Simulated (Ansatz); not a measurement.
# Convergence notes, G0W0 on PbTe (zincblende)

Zincblende PbTe, relaxed with r2SCAN; one-shot G0W0 in Ansatz without spin-orbit coupling. The cell comes from a prototype generator: it can be a known phase or a hypothetical one. Spin polarisation is off.

```xyz
2
Lattice="0.0000 3.6415 3.6415 3.6415 0.0000 3.6415 3.6415 3.6415 0.0000" Properties=species:S:1:pos:R:3 pbc="T T T"
Pb    0.0000    0.0000    0.0000
Te    1.8207    1.8207    1.8207
```

Gaps are read over the mesh points alone. G0W0 values are finite-basis, finite-mesh values.

| start | potentials | frequency model | mesh | empty bands | screening cutoff (eV) | Kohn-Sham gap (eV) | G0W0 gap (eV) |
| --- | --- | --- | --- | --- | --- | --- | --- |
| PBE | PAW | contour deformation | 4×4×4 | 219 | 100 | 0.59 | 0.90 |
| PBE | PAW | contour deformation | 4×4×4 | 529 | 180 | 0.59 | 1.00 |
| PBE | PAW | contour deformation | 4×4×4 | 1027 | 260 | 0.59 | 1.04 |
| HSE06 | PAW | contour deformation | 4×4×4 | 529 | 180 | 0.97 | 1.17 |
| r2SCAN | PAW | contour deformation | 4×4×4 | 529 | 180 | 0.75 | 1.10 |
| PBE0 | PAW | contour deformation | 4×4×4 | 529 | 180 | 1.57 | 1.35 |
| PBE | PAW | Godby-Needs pole | 4×4×4 | 529 | 180 | 0.59 | 0.92 |
| PBE | PAW | contour deformation | 6×6×6 | 156 | 80 | 0.74 | 1.02 |
| PBE | norm-conserving | contour deformation | 4×4×4 | 529 | 180 | 0.59 | 0.96 |

Over the mesh points the PBE gap of 0.59 eV becomes a quasiparticle gap of 1.04 eV (W to X), a change of +0.45 eV. Renormalisation factors Z lie between 0.63 and 0.76.

Raising bands and cutoff together moves the gap by +0.10 eV (100 to 180 eV), then +0.04 eV (180 to 260 eV); the last step is still large, so the basis limit isn't reached. Starting from HSE06 (0.97 eV against PBE's 0.59 eV) gives 1.17 eV, +0.17 eV from G0W0@PBE at the same screening cutoff. Starting from r2SCAN (0.75 eV against PBE's 0.59 eV) gives 1.10 eV, +0.10 eV from G0W0@PBE at the same screening cutoff. Starting from PBE0 (1.57 eV against PBE's 0.59 eV) gives 1.35 eV, +0.35 eV from G0W0@PBE at the same screening cutoff. The Godby-Needs plasmon pole differs from contour deformation by -0.08 eV. Norm-conserving potentials (wave cutoff 1120 eV against 420 eV) shift the quasiparticle gap by -0.04 eV and the PBE gap by 0.00 eV. r2SCAN runs take a wave cutoff of 500 eV.

The program warns that the k mesh is coarse for exact exchange in some of these runs, so their gaps aren't converged.
